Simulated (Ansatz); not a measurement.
Cu Kα1 powder pattern (kinematic, no thermal factors).
| 2θ (°) | relative intensity |
| --- | --- |
| 24.16 | 19 |
| 29.66 | 100 |
| 38.62 | 22 |
| 42.45 | 34 |
| 49.43 | 11 |
| 49.49 | 10 |
| 58.77 | 22 |
| 61.59 | 9 |
| 67.16 | 4 |
| 67.20 | 14 |
| 69.83 | 12 |
| 75.09 | 6 |
| 82.80 | 7 |
| 85.38 | 2 |

The pattern is computed from a structure relaxed with Ansatz, DFT PBE, scalar-relativistic, plane waves, PAW. No spin polarisation. Its elements are O, Ti.

Question: Give the structure.

Answer: TiO.
Space group P4/mmm (No. 123). a = 3.009 Å, b = 3.009 Å, c = 3.680 Å, α = 90.00°, β = 90.00°, γ = 90.00°
```json
{"atom": "Ti", "site": "1a", "symmetry": "4/mmm", "x": "0.0000", "y": "0.0000", "z": "0.0000"}
{"atom": "O", "site": "1b", "symmetry": "4/mmm", "x": "0.0000", "y": "0.0000", "z": "0.5000"}
```

A pattern alone doesn't exclude other cells with like lines; this is the one computed.

The cell was found from a structure generator's guess, not taken from experiment.
